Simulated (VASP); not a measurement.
# Na: density of states with TPSS+D3

Na:

```
CELL_PARAMETERS angstrom
-2.14100 2.14100 2.14100
2.14100 -2.14100 2.14100
2.14100 2.14100 -2.14100
ATOMIC_POSITIONS crystal
Na 0.00000 0.00000 0.00000
```

- Program: VASP 6.6.1
- Task: density of states
- Functional: TPSS
- Dispersion: D3
- Potentials or basis: VASP PAW PBE potentials, release 64 (Na_pv)
- Cutoff: 520 eV
- k mesh: 9 × 9 × 9
- Occupations: fermi-dirac, width 0.02 eV
- Spin: no spin polarisation
- Further INCAR settings: ALGO = Normal; EDIFF = 1.00e-07; ISYM = 1

```json
{
 "Pressure": "-0.4 GPa",
 "Band gap on the k mesh": "none (metal or under the smearing width)",
 "Valence electrons inside the program's atomic spheres": "Na 6.06",
 "Dispersion energy per atom": "-0.221 eV"
}
```

Levels at points of the mesh, in eV from the Fermi level:
```
           k point  band 1  band 2  band 3  band 4  band 5  band 6  band 7
(0.00, 0.00, 0.00)  -25.25  -25.25  -25.25   -3.08   11.44   11.44   11.44
```

States per cell in windows of 0.5 eV (zero at the Fermi level; states under -8 eV left out):
```tsv
from (eV)	total	Na1_s	Na1_p	Na1_d
-8.0	0.00	0.00	0.00	0.00
-7.5	0.00	0.00	0.00	0.00
-7.0	0.00	0.00	0.00	0.00
-6.5	0.00	0.00	0.00	0.00
-6.0	0.00	0.00	0.00	0.00
-5.5	0.00	0.00	0.00	0.00
-5.0	0.00	0.00	0.00	0.00
-4.5	0.00	0.00	0.00	0.00
-4.0	0.00	0.00	0.00	0.00
-3.5	0.00	0.00	0.00	0.00
-3.0	0.05	0.01	0.00	0.00
-2.5	0.11	0.01	0.00	0.00
-2.0	0.20	0.02	0.00	0.00
-1.5	0.11	0.01	0.00	0.00
-1.0	0.18	0.02	0.00	0.00
-0.5	0.25	0.02	0.01	0.00
0.0	0.25	0.02	0.01	0.00
0.5	0.29	0.01	0.01	0.00
1.0	0.27	0.01	0.01	0.00
1.5	0.24	0.01	0.01	0.00
2.0	0.30	0.01	0.01	0.00
2.5	0.34	0.02	0.02	0.00
3.0	0.30	0.01	0.01	0.00
3.5	0.40	0.02	0.02	0.00
4.0	0.42	0.02	0.02	0.00
4.5	0.28	0.02	0.01	0.00
5.0	0.59	0.02	0.03	0.00
5.5	0.22	0.01	0.01	0.00
6.0	0.32	0.02	0.02	0.00
6.5	0.50	0.03	0.02	0.00
7.0	0.41	0.01	0.03	0.00
7.5	0.19	0.01	0.01	0.00
```

Wall time 39 s on 1 thread of Intel(R) Xeon(R) Platinum 8488C (Sapphire Rapids), with other jobs on the host, peak memory 0.15 GiB.

Caveat: the PAW data sets were made with another functional, which shifts forces and pressure a little; pairwise dispersion overbinds metals, which lowers pressure and volume.
